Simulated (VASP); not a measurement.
# CdS (F-43m) in VASP: a series of runs

One crystal, CdS, is run at these levels: PBE; tasks: relaxation of cell and atoms.

All numbers are computed with VASP 6.6.1; they aren't measurements. Logs are shortened: lines on timing, memory, paths and dates and some standing lists are left out, and cuts for length are marked.

### Step 1. The crystal as given

Symmetry: F-43m, No. 216, cubic system. The conventional cell has a = 5.833 Å, b = 5.833 Å, c = 5.833 Å, α = 90.00°, β = 90.00°, γ = 90.00°. Cd (site symmetry -43m) is surrounded by 4 S at 2.53 Å. S (site symmetry -43m) is surrounded by 4 Cd at 2.53 Å.

### Step 2. Relaxation of cell and atoms, PBE

INCAR

```
ALGO     = Normal         # electronic algorithm
EDIFF    = 1E-7           # SCF threshold, eV
EDIFFG   = -0.002         # ionic threshold
ENCUT    = 520            # plane-wave cutoff, eV
GGA      = PE             # functional
IBRION   = 2              # ionic algorithm
ISIF     = 3              # what is computed and relaxed
ISMEAR   = 0              # smearing method
KPAR     = 4            
LASPH    = T              # aspherical terms in the spheres
LCHARG   = F              # write CHGCAR
LREAL    = F              # projectors in reciprocal space
LWAVE    = F              # write WAVECAR
NELM     = 60             # most SCF steps
NSW      = 80             # ionic steps
PREC     = Accurate       # precision mode
SIGMA    = 0.02           # smearing width, eV
```

KPOINTS

```
k-points
0
Gamma
  10 10 10
```

POSCAR

```
CdS
1.0
    0.0000000000      2.9165000000      2.9165000000
    2.9165000000      0.0000000000      2.9165000000
    2.9165000000      2.9165000000      0.0000000000
Cd S
1 1
Direct
    0.0000000000      0.0000000000      0.0000000000
    0.2500000000      0.2500000000      0.2500000000
```

Potentials or basis: VASP PAW PBE potentials, release 64 (Cd, S).

On the command line:

```
$ cat potpaw_PBE.64/Cd/POTCAR potpaw_PBE.64/S/POTCAR > POTCAR
$ mpirun -np 4 vasp_std > vasp.out
```

OUTCAR:

```text
EDIFF = 1E-7
   EDIFFG = -0.002
   ENCUT = 520
   GGA = PE
   IBRION = 2
   ISIF = 3
   ISMEAR = 0
   LASPH = T
   LREAL = F
   NELM = 60
   NSW = 80
   PREC = Accurate

 ion  position               nearest neighbor table
   1  0.000  0.000  0.000-   2 2.53   2 2.53   2 2.53   2 2.53
   2  0.250  0.250  0.250-   1 2.53   1 2.53   1 2.53   1 2.53

  LATTYP: Found a face centered cubic cell.
 ALAT       =     5.8330000000

  Lattice vectors:

 A1 = (   0.0000000000,   2.9165000000,   2.9165000000)
 A2 = (   2.9165000000,   0.0000000000,   2.9165000000)
 A3 = (   2.9165000000,   2.9165000000,   0.0000000000)

Analysis of symmetry for initial positions (statically):
=====================================================================
 Subroutine PRICEL returns:
 Original cell was already a primitive cell.

 Routine SETGRP: Setting up the symmetry group for a
 face centered cubic supercell.

 Subroutine GETGRP returns: Found 24 space group operations
 (whereof 24 operations were pure point group operations)
 out of a pool of 48 trial point group operations.

The static configuration has the point symmetry T_d .

Analysis of symmetry for dynamics (positions and initial velocities):
=====================================================================
 Subroutine PRICEL returns:
 Original cell was already a primitive cell.

 Routine SETGRP: Setting up the symmetry group for a
 face centered cubic supercell.

 Subroutine GETGRP returns: Found 24 space group operations
 (whereof 24 operations were pure point group operations)
 out of a pool of 48 trial point group operations.

The dynamic configuration has the point symmetry T_d .

 Subroutine INISYM returns: Found 24 space group operations
 (whereof 24 operations are pure point group operations),
 and found     1 'primitive' translations

----------------------------------------------------------------------------------------

                                     Primitive cell

  volume of cell :      49.6153

  direct lattice vectors                    reciprocal lattice vectors
     0.000000000  2.916500000  2.916500000    -0.171438368  0.171438368  0.171438368
     2.916500000  0.000000000  2.916500000     0.171438368 -0.171438368  0.171438368
     2.916500000  2.916500000  0.000000000     0.171438368  0.171438368 -0.171438368

  length of vectors
     4.124553855  4.124553855  4.124553855     0.296939964  0.296939964  0.296939964

  position of ions in fractional coordinates (direct lattice)
     0.000000000  0.000000000  0.000000000
     0.250000000  0.250000000  0.250000000

  ion indices of the primitive-cell ions
   primitive index   ion index
                 1           1
                 2           2

----------------------------------------------------------------------------------------

 KPOINTS: k-points

Automatic generation of k-mesh.
 Grid dimensions read from file:
 generate k-points for:   10   10   10

 Generating k-lattice:

  Cartesian coordinates                     Fractional coordinates (reciprocal lattice)
    -0.017143837  0.017143837  0.017143837     0.100000000  0.000000000  0.000000000
     0.017143837 -0.017143837  0.017143837     0.000000000  0.100000000  0.000000000
     0.017143837  0.017143837 -0.017143837     0.000000000  0.000000000  0.100000000

  Length of vectors
     0.029693996  0.029693996  0.029693996

  Shift w.r.t. Gamma in fractional coordinates (k-lattice)
     0.000000000  0.000000000  0.000000000

 Subroutine IBZKPT returns following result:
 ===========================================

 Found     47 irreducible k-points:

 Following reciprocal coordinates:
            Coordinates               Weight
  0.000000  0.000000  0.000000      1.000000
  0.100000  0.000000  0.000000      8.000000
  0.200000  0.000000  0.000000      8.000000
  0.300000  0.000000  0.000000      8.000000
  0.400000  0.000000  0.000000      8.000000
  0.500000  0.000000  0.000000      4.000000
[... 16 lines left out ...]
  0.300000  0.300000  0.000000      6.000000
  0.400000  0.300000  0.000000     24.000000
 [... further k-points ...]
   k-points           NKPTS =     47   k-points in BZ     NKDIM =     47   number of bands    NBANDS=     13
   number of dos      NEDOS =    301   number of ions     NIONS =      2
   total plane-waves  NPLWV =  32768
   dimension x,y,z NGX =    32 NGY =   32 NGZ =   32
   dimension x,y,z NGXF=    64 NGYF=   64 NGZF=   64
   ions per type =               1   1
   NGX,Y,Z   is equivalent  to a cutoff of  12.90, 12.90, 12.90 a.u.
   NGXF,Y,Z  is equivalent  to a cutoff of  25.80, 25.80, 25.80 a.u.
 SYSTEM =  unknown system
   PREC   = accura    normal or accurate (medium, high low for compatibility)
   ISTART =      0    job   : 0-new  1-cont  2-samecut
   ICHARG =      2    charge: 1-file 2-atom 10-const
   ISPIN  =      1    spin polarized calculation?
   LNONCOLLINEAR =      F non collinear calculations
   LSORBIT =      F    spin-orbit coupling
   LASPH  =      T    aspherical Exc in radial PAW
   ENCUT  =  520.0 eV  38.22 Ry    6.18 a.u.   7.67  7.67  7.67*2*pi/ulx,y,z
   NELM   =     60;   NELMIN=  2; NELMDL= -5     # of ELM steps
   EDIFF  = 0.1E-06   stopping-criterion for ELM
   LREAL  =      F    real-space projection
   EDIFFG = -.2E-02   stopping-criterion for IOM
   NSW    =     80    number of steps for IOM
   IBRION =      2    ionic relax: 0-MD 1-quasi-New 2-CG
   NFREE  =      1    steps in history (QN), initial steepest desc. (CG)
   ISIF   =      3    stress and relaxation
   ISYM   =      2    0-nonsym 1-usesym 2-fastsym
   POTIM  = 0.5000    time-step for ionic-motion
   TEBEG  =    0.0;   TEEND  =   0.0 temperature during run
   PSTRESS=    0.0 pullay stress
   NELECT =      18.0000    total number of electrons
   NUPDOWN=      -1.0000    fix difference up-down
   EMIN   =  10.00;   EMAX   =-10.00  energy-range for DOS
   EFERMI =   0.00;   METHOD = LEGACY
   ISMEAR =     0;   SIGMA  =   0.02  broadening in eV -4-tet -1-fermi 0-gaus
   EFERMI_NEDOS =   21; number of points for ismear=-14 and -15
   IALGO  =     38    algorithm
   IMIX   =      4    mixing-type and parameters
     AMIX     =   0.40;   BMIX     =  1.00
     AMIX_MAG =   1.60;   BMIX_MAG =  1.00
  volume/ion in A,a.u.               =      24.81       167.41
  Fermi-wavevector in a.u.,A,eV,Ry     =   1.167599  2.206442 18.548649  1.363287
  Thomas-Fermi vector in A             =   2.304097
   LORBIT       =      0    0 simple, 1 ext, 2 COOP (PROOUT), +10 PAW based schemes
   GGA     = PE    functional components
   LHFCALC =     F    Hartree Fock is set to
   AEXX    =    0.0000 exact exchange contribution
   IVDW    =     0    specifies the selected vdW correction
   LEPSILON=     F    determine dielectric tensor
   LRPA    =     F    only Hartree local field effects (RPA)
 conjugate gradient relaxation of ions
 non-spin polarized calculation
 Gauss-broadening in eV      SIGMA  =   0.02
  energy-cutoff  :      520.00
  volume of cell :       49.62
 maximum number of plane-waves:      1363
   NGX = 15   NGY = 15   NGZ = 15

--------------------------------------- Ionic step        1  -------------------------------------------

 number of electron      18.0000004 magnetization

 Free energy of the ion-electron system (eV)
  ---------------------------------------------------
  ext. energy  EPLUGINS =         0.00000000
  ---------------------------------------------------
  free energy    TOTEN  =        -6.12153396 eV

  energy without entropy =       -6.12153396  energy(sigma->0) =       -6.12153396

------------------------ aborting loop because EDIFF is reached ----------------------------------------

  FORCE on cell =-STRESS in cart. coord.  units (eV):
  Direction    XX          YY          ZZ          XY          YZ          ZX
  --------------------------------------------------------------------------------------
  -------------------------------------------------------------------------------------
  Total        0.9948944      0.9948944      0.9948944      0.0000000      0.0000000      0.0000000
  in kB       32.1271090     32.1271090     32.1271090      0.0000000      0.0000000      0.0000000
  external PRESSURE =      32.1271090 kB  Pullay stress =       0.0000000 kB
[... 57 lines left out ...]
  energy  without entropy=       -6.1444939786  energy(sigma->0) =       -6.14449398

--------------------------------------- Ionic step        3  -------------------------------------------

 number of electron      18.0000000 magnetization

 Free energy of the ion-electron system (eV)
  ---------------------------------------------------
  ext. energy  EPLUGINS =         0.00000000
  ---------------------------------------------------
  free energy    TOTEN  =        -6.14731483 eV

  energy without entropy =       -6.14731483  energy(sigma->0) =       -6.14731483

 E-fermi :   0.9911     XC(G=0):  -8.9042

 val. band max:        0.8757088782   @ k =   0.0000   0.0000   0.0000
 cond. band min:       1.9077902313   @ k =   0.0000   0.0000   0.0000
 fundamental gap:      1.0320813531
 Fermi energy:         0.9910563262

 k-point     1 :       0.0000    0.0000    0.0000
  band No.  band energies     occupation
      1     -11.1838      2.00000
      2      -6.6766      2.00000
      3      -6.6766      2.00000
      4      -6.6766      2.00000
      5      -6.2657      2.00000
      6      -6.2657      2.00000
      7       0.8757      2.00000
      8       0.8757      2.00000
      9       0.8757      2.00000
     10       1.9078      0.00000
     11       7.4265      0.00000
     12       7.4265      0.00000
     13       7.4265      0.00000
[... 353 lines left out ...]
 k-point    24 :       0.4000    0.3000    0.0000
  band No.  band energies     occupation
      1     -10.7843      2.00000
      2      -6.4924      2.00000
      3      -6.4544      2.00000
      4      -6.4149      2.00000
      5      -6.2093      2.00000
      6      -6.0845      2.00000
      7      -2.2880      2.00000
      8      -0.6149      2.00000
      9      -0.4742      2.00000
     10       4.8647      0.00000
     11       5.4188      0.00000
     12       8.8041      0.00000
     13       9.8174      0.00000

 [... further k-points ...]

------------------------ aborting loop because EDIFF is reached ----------------------------------------

  FORCE on cell =-STRESS in cart. coord.  units (eV):
  Direction    XX          YY          ZZ          XY          YZ          ZX
  --------------------------------------------------------------------------------------
  -------------------------------------------------------------------------------------
  Total        0.0038217      0.0038217      0.0038217      0.0000000      0.0000000      0.0000000
  in kB        0.1170467      0.1170467      0.1170467      0.0000000      0.0000000      0.0000000
  external PRESSURE =       0.1170467 kB  Pullay stress =       0.0000000 kB
[... 17 lines left out ...]
  FREE ENERGIE OF THE ION-ELECTRON SYSTEM (eV)
  ---------------------------------------------------
  free  energy   TOTEN  =        -6.1473148279 eV

  energy  without entropy=       -6.1473148279  energy(sigma->0) =       -6.14731483

 reached required accuracy - stopping structural energy minimisation
```

Run time: 23 s. Hardware: 4 MPI ranks of Intel Xeon Platinum 8488C (Sapphire Rapids), shared host; peak memory 0.19 GiB.

Results:

```yaml
Free_energy: -6.1473 eV
Relaxed_volume: 26.16 Å³/atom
Relaxed_cell: a = 4.198 Å, b = 4.198 Å, c = 4.198 Å, α = 60.00°, β = 60.00°, γ = 60.00°
Space_group_after_relaxing_to_0.05_Å: F-43m (No. 216)
Energy_gained_by_relaxing: 12.9 meV/atom
Ionic_steps: 3
Pressure_after_relaxing: 0.0 GPa
Band_gap_on_the_k_mesh: 1.03 eV, direct
```

The path:
```
step  energy change (eV)  largest force (eV/Å)  pressure (GPa)  volume (Å³)
   1              0.0000                0.0000            3.21        49.62
   2             -0.0230                0.0000           -0.93        53.27
   3             -0.0258                0.0000            0.01        52.31
```

Final structure:
```yaml
crystal:
  lattice:
    - [0.00000, 2.96842, 2.96842]
    - [2.96842, 0.00000, 2.96842]
    - [2.96842, 2.96842, 0.00000]
  atoms:
    - { symbol: Cd, position: [0.00000, 0.00000, 0.00000] }
    - { symbol: S, position: [0.25000, 0.25000, 0.25000] }
```

PBE usually gives volumes a little too large and moduli too small. Zero-point motion and thermal expansion aren't in these numbers.

### Step 3. Relaxation of cell and atoms, PBE

This run uses another cell than the first one, of 26.16 Å³/atom, 1.054 times its volume.

INCAR is that of step 2.

KPOINTS is that of step 2.

POSCAR

```
CdS                                     
1.0
    0.0000000000      2.9684162855      2.9684162855
    2.9684162855      0.0000000000      2.9684162855
    2.9684162855      2.9684162855      0.0000000000
  Cd              S             
     1     1
Direct
     0.0000000000000000    0.0000000000000000    0.0000000000000000
     0.2500000000000000    0.2500000000000000    0.2500000000000000
```

Potentials or basis: VASP PAW PBE potentials, release 64 (Cd, S).

On the command line:

```
$ cat potpaw_PBE.64/Cd/POTCAR potpaw_PBE.64/S/POTCAR > POTCAR
$ mpirun -np 4 vasp_std > vasp.out
```

Wall time 14 s (4 MPI ranks of Intel Xeon Platinum 8488C (Sapphire Rapids), shared host); peak memory 0.19 GiB.

It converged, with:

```
Free energy                            : -6.1477 eV
Relaxed volume                         : 26.17 Å³/atom
Relaxed cell                           : a = 4.198 Å, b = 4.198 Å, c = 4.198 Å, α = 60.00°, β = 60.00°, γ = 60.00°
Space group after relaxing (to 0.05 Å) : F-43m (No. 216)
Energy gained by relaxing              : 0.0 meV/atom
Ionic steps                            : 2
Pressure after relaxing                : 0.0 GPa
Band gap on the k mesh                 : 1.03 eV, direct
```

Final structure:
```cif
data_structure
_symmetry_space_group_name_H-M 'P 1'
_symmetry_Int_Tables_number 1
_cell_length_a 4.1985
_cell_length_b 4.1985
_cell_length_c 4.1985
_cell_angle_alpha 60.000
_cell_angle_beta 60.000
_cell_angle_gamma 60.000
_cell_volume 52.33
loop_
_atom_site_label
_atom_site_type_symbol
_atom_site_fract_x
_atom_site_fract_y
_atom_site_fract_z
_atom_site_occupancy
Cd1 Cd 0.00000 0.00000 0.00000 1
S1 S 0.25000 0.25000 0.25000 1
```

Levels at points of the mesh, in eV from the valence-band top:
| k point | band 5 | band 6 | band 7 | band 8 | band 9 | band 10 | band 11 | band 12 | band 13 |
| --- | --- | --- | --- | --- | --- | --- | --- | --- | --- |
| (0.00, 0.00, 0.00) | -7.14 | -7.14 | 0.00 | 0.00 | 0.00 | 1.03 | 6.55 | 6.55 | 6.55 |
| (0.50, 0.00, 0.00) | -7.11 | -6.81 | -4.09 | -0.68 | -0.68 | 2.93 | 7.00 | 7.00 | 7.31 |
| (0.50, 0.50, 0.00) | -7.07 | -6.75 | -3.72 | -1.70 | -1.70 | 3.64 | 4.27 | 9.01 | 10.46 |

As with any semilocal functional, this PBE gap is likely too small.
